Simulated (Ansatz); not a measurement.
Computed with DFT PBE, scalar-relativistic, plane waves, PAW (Ansatz). Settings: cutoff 420 eV, Γ-centred meshes spaced at most about 0.3 Å⁻¹, and about 0.25 Å⁻¹ or finer for metals (2π included), Gaussian smearing. No spin polarisation.

Formation energies are uncorrected and refer to the elements' standard structures at the same level.

Temperature and zero-point effects are left out. The comparison covers the computed candidates alone. No dispersion correction is applied, so the spacing and binding between layers, chains or molecules are poorly described. Kohn–Sham gaps at this level usually fall short of measured ones. The reference form of Se is held partly by dispersion forces, which this level lacks.

A search for GaSe₄ gave 5 distinct relaxed structures. Coordination counts Se atoms around Ga (those within 1.25 times the shortest such distance or 1.15 times the sum of covalent radii). Cells relaxed within their symmetry can be saddle points.

Q: What is the best candidate for GaSe₄?

A: The one with space group P-3m1 (No. 164), reached from: a cell proposed by chemical analogy. It has a = 3.789 Å, c = 21.973 Å, 27.3 Å³/atom, a gap of 0.41 eV on the mesh. Around Ga lie 1 Ga at 2.46 Å and 3 Se at 2.49 Å; Se on its first site is surrounded by 3 Ga at 2.49 Å; around Se on its second site lie 3 Se at 2.68 Å; around Se on its third site lie 6 Se at 2.68 Å; 1 more site not described. Its energy over the elements is −0.135 eV/atom. It lies below the elements, which doesn't yet make it stable against other compounds or structures. An observed structure of this formula, if there is one, may be missing.

```
CELL_PARAMETERS angstrom
3.78935 0.00000 0.00000
-1.89467 3.28167 0.00000
0.00000 0.00000 21.97328
ATOMIC_POSITIONS crystal
Ga 0.00000 0.00000 0.05601
Ga 0.00000 0.00000 0.94399
Se 0.33333 0.66667 0.10978
Se 0.66667 0.33333 0.89022
Se 0.33333 0.66667 0.71508
Se 0.00000 0.00000 0.64449
Se 0.00000 0.00000 0.35551
Se 0.33333 0.66667 0.42624
Se 0.66667 0.33333 0.57376
Se 0.66667 0.33333 0.28492
```

Q: How much higher is the P-3m1 structure with 21.9 Å³/atom and coordination Ga 6 (reached from: Co4H type (P-3m1))?

A: 140 meV/atom. It has no gap on its mesh.

Q: How much higher is the P4_2/mcm structure with 29.2 Å³/atom and coordination Ga 4 (reached from: a cell proposed by chemical analogy)?

A: 54 meV/atom. It has no gap on its mesh. It holds Se–Se pairs (shortest 2.36 Å).
